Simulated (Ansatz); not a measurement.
**Ba under changes of volume**

One of the cells (62.989 Å³/atom); the others are scaled copies at fixed shape and fractional positions:

```xyz
1
Lattice="-2.5065 2.5065 2.5065 2.5065 -2.5065 2.5065 2.5065 2.5065 -2.5065" Properties=species:S:1:pos:R:3 pbc="T T T"
Ba    0.0000    0.0000    0.0000
```

| Item | Value |
| --- | --- |
| Program | Ansatz 0.2.0 |
| Functional | PBE |
| Potentials or basis | SPMS NC |
| Cutoff | 299 eV (not typed: the program's choice for these potentials) |
| k mesh | 8 × 8 × 8 |
| Occupations | fermi-dirac, width 0.05 eV |
| Spin | no spin polarisation |

```tsv
volume (Å³/atom)	energy over the lowest point (meV/atom)	pressure (GPa)
59.209	6.16	0.6
60.469	2.44	0.4
61.729	0.44	0.2
62.989	0.00	0.0
64.249	0.97	-0.2
65.508	3.31	-0.3
66.768	?	?
```

Problem. What does the run at 66.768 Å³/atom give?

Solution. Energy over the lowest point 6.82 meV/atom; pressure -0.5 GPa.

Worked out: A Birch-Murnaghan fit of order 3 (a polynomial in V^(-2/3)) to the other rows has its minimum at 62.73 Å³/atom with B0 = V·E''(V) = 9.3 GPa and B' = 3.0. It gives 6.85 meV/atom at 66.768 Å³/atom, against the run's 6.82, and -dE/dV = -0.5 GPa, against -0.5.

Energies are extrapolated to zero smearing.
